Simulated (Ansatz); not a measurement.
# AlN: the cost of one run

Program: Ansatz 0.2.0. Level of theory: DFT PBEsol, scalar-relativistic, plane waves, PAW, and further levels as typed in the inputs. These are calculated values, not measurements.

## (1) The system as given

It takes space group P6_3mc (No. 186, hexagonal). Conventional cell: a = 3.110 Å, b = 3.110 Å, c = 4.980 Å, α = 90.00°, β = 90.00°, γ = 120.00°. Around Al (site symmetry 3m) lie 4 N at 1.89 Å. N (site symmetry 3m) is surrounded by 4 Al at 1.89 Å.

As a file:

```
CELL_PARAMETERS angstrom
3.11000 0.00000 0.00000
-1.55500 2.69334 0.00000
0.00000 0.00000 4.98000
ATOMIC_POSITIONS crystal
Al 0.33333 0.66667 0.00000
Al 0.66667 0.33333 0.50000
N 0.33333 0.66667 0.38000
N 0.66667 0.33333 0.88000
```

## (2) Relaxing cell and atoms: AlN, no spin

Contents of input.yaml:

```yaml
crystal:
  lattice:
    - [3.11, 0.0, 0.0]
    - [-1.555, 2.6933390058, 0.0]
    - [0.0, 0.0, 4.98]
  atoms:
    - { symbol: Al, position: [0.3333333333, 0.6666666667, 0.0] }
    - { symbol: Al, position: [0.6666666667, 0.3333333333, 0.5] }
    - { symbol: "N", position: [0.3333333333, 0.6666666667, 0.38] }
    - { symbol: "N", position: [0.6666666667, 0.3333333333, 0.88] }
scf:
  occupations: { method: fixed }
  n_extra_bands: 4
output:
  forces: true
  stress: true
  write_density: true
  write_potential: true
  elf: true
  volumetric_format: npy
kpoints:
  mp_grid: { grid: [6, 6, 4] }
hamiltonian:
  xc: pbesol
relax:
  f_tol: 0.005
  max_steps: 120
  cell: { fix: [a, b, angles] }
```

The run is started by

```
$ ansatz run input.yaml --threads 4 --pin off --max-ram 11264MiB --backend cpu --events-out ev --progress --plain --runs-dir out
```

Q: Estimate wall time and peak memory on 4 threads of Intel Xeon Platinum 8175M at 2.50GHz (Skylake/Cascade Lake), shared host.

About 2.3 s, with a peak of 0.38 GiB.
